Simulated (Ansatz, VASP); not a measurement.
Two plane-wave programs on SnSe

Contents of INCAR:

```
PREC = Accurate
ENCUT = 520
EDIFF = 1E-6
ISMEAR = 0
SIGMA = 0.05
LREAL = False
LASPH = True
NELM = 80
ALGO = Normal
ISIF = 2
LWAVE = False
LCHARG = False
GGA = CA
NBANDS = 17
```

The input KPOINTS:

```
Automatic mesh
0
Gamma
  8 8 8
```

POSCAR

```
SnSe
1.0
    0.0000000000      3.0100000000      3.0100000000
    3.0100000000      0.0000000000      3.0100000000
    3.0100000000      3.0100000000      0.0000000000
Sn Se
1 1
Direct
    0.0000000000      0.0000000000      0.0000000000
    0.5498338870      0.5498338870      0.4501661130
```

Input for Ansatz:

```yaml
crystal:
  lattice:
    - [0.0, 3.01, 3.01]
    - [3.01, 0.0, 3.01]
    - [3.01, 3.01, 0.0]
  atoms:
    - { symbol: Sn, position: [0.0, 0.0, 0.0] }
    - { symbol: Se, position: [0.549833887, 0.549833887, 0.450166113] }
basis:
  ecutwfc: 420
kpoints:
  mp_grid: { grid: [8, 8, 8] }
hamiltonian:
  xc: lda
scf:
  occupations: { method: gaussian, width: 0.05 }
output:
  forces: true
  stress: true
  eigenvalues: true
```

Change from the starting cell: all Se atoms moved -0.300 Å, as atom 2 towards its neighbour atom 1 (Sn) at 3.010 Å.

Alike in both runs: task single point; functional LDA; k mesh 8 × 8 × 8; occupations gaussian, width 0.05 eV; no spin polarisation.

```csv
,VASP,Ansatz
version,VASP 6.6.1,Ansatz 0.2.0
potentials or method,"VASP PAW LDA potentials, release 64 (Sn_d, Se)","scalar-relativistic, plane waves, PAW"
plane-wave cutoff (eV),520,420
valence electrons in the cell,20,30
```

|  | VASP | Ansatz | Ansatz less VASP |
| --- | --- | --- | --- |
| gap on the k mesh at the Fermi level (eV) | 0.89 | 0.90 | +0.009 |
| least direct gap on the mesh (eV) | 0.90 | 0.91 | +0.008 |
| pressure (GPa) | -1.8 | -2.0 | -0.11 |
| largest component of the traceless stress (GPa) | 1.84 | 1.82 | -0.026 |
| rms of the force components (eV/Å) | 0.172 | 0.163 | -0.0089 |

Atom by atom the forces differ by 0.009 eV/Å (rms over components). The two sets of potentials don't hold the same shells in valence.

Caveats: spin-orbit coupling is left out, which moves the levels of the heavy elements. A k mesh can miss the band edges.
